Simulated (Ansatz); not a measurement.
ScAl₃ at 3 GPa (stress–strain coefficients): relaxed-ion elastic tensor

Level of theory: Ansatz 0.2.0, DFT PBE, scalar-relativistic, plane waves, PAW. Settings: 420 eV plane-wave cutoff, Γ-centred 14×14×14 mesh, Fermi-Dirac smearing of 0.15 eV. No spin polarisation.

The cell, relaxed at 3 GPa:
```
CELL_PARAMETERS angstrom
-1.99121 1.99121 4.35393
1.99121 -1.99121 4.35393
1.99121 1.99121 -4.35393
ATOMIC_POSITIONS crystal
Sc 0.00000 0.00000 0.00000
Al 0.75000 0.25000 0.50000
Al 0.25000 0.75000 0.50000
Al 0.50000 0.50000 0.00000
```

In a metal, frequencies and elastic constants depend on the k mesh and the smearing, soft modes and shear constants most.

Problem. Give the relaxed-ion elastic constants (GPa, Voigt order xx yy zz yz xz xy, on the axes of the cell above).

Solution.
C11 = 170.7, C12 = 69.3, C13 = 49.1, C22 = 170.7, C23 = 49.1, C33 = 170.8, C44 = 71.1, C55 = 71.1, C66 = 103.2 GPa; the others vanish.

Problem. Is the crystal stable against homogeneous strain?

Solution. Yes: the least eigenvalue of the tensor is 71.1 GPa.

Problem. And the moduli of a polycrystal (Hill averages)?

Solution. B = 94 GPa, G = 70 GPa, E = 169 GPa, ν = 0.20.

Whether ScAl3 exists in this form wasn't checked.

Cost: 1 run of about 13 core-minutes, on Intel Xeon Platinum 8259CL (Skylake/Cascade Lake) (shared hosts).